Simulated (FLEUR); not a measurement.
## ZrSe2 under changes of volume

One of the cells (25.784 Å³/atom); the others are scaled copies at fixed shape and fractional positions:

```
Zr Se
1.0
     3.79800    0.00000    0.00000
    -1.89900    3.28916    0.00000
     0.00000    0.00000    6.19200
Zr Se
1 2
Direct
  0.00000 0.00000 0.00000
  0.66667 0.33333 0.75000
  0.33333 0.66667 0.25000
```

* Program: FLEUR MaX-R8.1 (later development tree)
* Functional: LDA
* Potentials or basis: all-electron
* Basis: FLAPW
* Kmax: 4.69 1/bohr
* k mesh: 8 × 8 × 5
* Occupations: fermi-dirac, width 0.05 eV
* Spin: no spin polarisation

```csv
volume (Å³/atom),energy over the lowest point (meV/atom),gap on the mesh (eV)
24.237,?,?
24.753,0.00,0.29
25.784,10.40,0.33
26.815,39.78,0.37
27.331,60.39,0.39
```

Question: What does the run at 24.237 Å³/atom give?

Answer: Energy over the lowest point 3.28 meV/atom; gap on the mesh 0.26 eV.

Worked out: A Birch-Murnaghan fit of order 2 (a polynomial in V^(-2/3)) to the other rows has its minimum at 24.77 Å³/atom with B0 = V·E''(V) = 86 GPa at fixed shape and positions, which overstates the stiffness. It gives 3.21 meV/atom at 24.237 Å³/atom, against the run's 3.28. A straight line through the other rows of the gap, of slope 1.01 eV per unit of ln V, extrapolates to 0.27 eV, against the run's 0.26.

Energies are extrapolated to zero smearing.

Caveats: an odd mesh through Γ misses points on the zone boundary, where band edges often lie. Spin-orbit coupling on Se, Zr is left out.
